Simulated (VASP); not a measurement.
A run of VASP 6.6.1:

POSCAR

```
Sb
1.0
    3.1224020000      0.0000000000      0.0000000000
    0.0000000000      4.3475180000      0.0000000000
   -0.0389150000      0.0000000000      4.4058520000
Sb
2
Direct
    0.0113890000      0.2500000000      0.2411660000
    0.9886110000      0.7500000000      0.7588340000
```

File INCAR.step1:

```
PREC = Accurate
ENCUT = 520
EDIFF = 1E-7
ISMEAR = 0
SIGMA = 0.02
LREAL = False
LASPH = True
NELM = 60
ALGO = Normal
ISIF = 2
LWAVE = False
LCHARG = True
GGA = PE
NBANDS = 12
```

KPOINTS.step1

```
Automatic mesh
0
Gamma
  9 6 6
```

The input INCAR.step2:

```
PREC = Accurate
ENCUT = 520
EDIFF = 1E-7
ISMEAR = -5
SIGMA = 0.02
LREAL = False
LASPH = True
NELM = 60
ALGO = Normal
ISIF = 2
LWAVE = False
LCHARG = False
GGA = PE
LORBIT = 11
NBANDS = 12
NEDOS = 2001
ICHARG = 11
```

Contents of KPOINTS.step2:

```
Automatic mesh
0
Gamma
  14 9 9
```

Potentials or basis: VASP PAW PBE potentials, release 64 (Sb).

The run is started by

```console
$ cat potpaw_PBE.64/Sb/POTCAR > POTCAR
$ cp INCAR.step1 INCAR
$ cp KPOINTS.step1 KPOINTS
$ mpirun -np 1 vasp_std > vasp.out
$ cp INCAR.step2 INCAR
$ cp KPOINTS.step2 KPOINTS
$ mpirun -np 1 vasp_std > vasp.out
```

Hardware: 1 thread of Intel(R) Xeon(R) Platinum 8488C (Sapphire Rapids), with other jobs on the host.

Question: Estimate the wall time of this run.

Answer: Wall time 67 s on 1 thread of Intel(R) Xeon(R) Platinum 8488C (Sapphire Rapids), with other jobs on the host, peak memory 0.31 GiB. Counts: scf iterations 7, k points 320.
